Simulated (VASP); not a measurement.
Runs of VASP 6.6.1 on Si. The structure is cubic, space group Fd-3m (No. 227). Conventional cell: a = 5.444 Å, b = 5.444 Å, c = 5.444 Å, α = 90.00°, β = 90.00°, γ = 90.00°. Around Si (site symmetry -43m) lie 4 Si at 2.36 Å. 

| task | level | potentials or basis | cutoff (eV) | smearing | grid for exact exchange (PRECFOCK) | exchange at q = 0 | cutoff of the response function | frequency points | empty bands | gap on the mesh (eV) | pressure (GPa) |
| --- | --- | --- | --- | --- | --- | --- | --- | --- | --- | --- | --- |
| band structure | HF | VASP PAW PBE potentials, release 64 (Si) | 520 | fermi-dirac 0.05 eV | Fast | default | - | - | - | - | 2.8 |
| band structure | r2SCANh | VASP PAW PBE potentials, release 64 (Si) | 520 | fermi-dirac 0.05 eV | Normal | default | - | - | - | (b) | -0.1 |
| band structure | PBE-EpsX | VASP PAW PBE potentials, release 64 (Si) | 520 | fermi-dirac 0.05 eV | Normal | default | - | - | - | 1.09 | (a) |
| band structure | SCAN0 | VASP PAW PBE potentials, release 64 (Si) | 520 | fermi-dirac 0.05 eV | Fast | default | - | - | - | - | -1.3 |
| band structure | r2SCAN-EpsX | VASP PAW PBE potentials, release 64 (Si) | 520 | fermi-dirac 0.05 eV | Normal | default | - | - | - | 1.27 | 0.0 |
| band structure | PBE0 | VASP PAW PBE potentials, release 64 (Si) | 520 | fermi-dirac 0.05 eV | Fast | default | - | - | - | - | -0.2 |
| band structure | TPSSh | VASP PAW PBE potentials, release 64 (Si) | 520 | fermi-dirac 0.05 eV | Fast | default | - | - | - | 1.33 | 0.4 |

Alike in all rows: no spin polarisation; cell as given; k mesh 4 × 4 × 4; the mesh is coarse, so values aren't converged.

Q: Fill in the values left out.

A: (a) 1.3; (b) 1.41.

Caveats: all runs use coarse meshes; an unscreened hybrid on a path of extra k points without a Coulomb cutoff has errors near the mesh points, so the bands along the path aren't reliable; the PAW data sets were made with another functional, which shifts forces and pressure a little.

A k mesh can miss the band edges.
